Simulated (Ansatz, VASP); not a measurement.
## Two plane-wave programs on TiH

```xyz
2
Lattice="0.0000 2.0520 2.0520 2.0520 0.0000 2.0520 2.0520 2.0520 0.0000" Properties=species:S:1:pos:R:3 pbc="T T T"
Ti    0.0000    0.0000    0.0000
H     2.0520    2.0520    2.0520
```

Alike in both runs: functional LDA; k mesh 11 × 11 × 11; occupations fermi-dirac, width 0.05 eV; no spin polarisation.

Ansatz relaxed the structure, and its values are those at the end. VASP's run is a single point on that final structure, the one shown.

```csv
,VASP,Ansatz
version,VASP 6.6.1,Ansatz 0.2.0
potentials or method,"VASP PAW LDA potentials, release 64 (Ti_sv, H)","plane waves, PAW"
plane-wave cutoff (eV),520,517
valence electrons in the cell,13,13
```

VASP gave:

| Quantity | Value |
| --- | --- |
| pressure (GPa) | 0.1 |

Q: What did Ansatz give for the same quantities?

A: Pressure (GPa): 0.0.
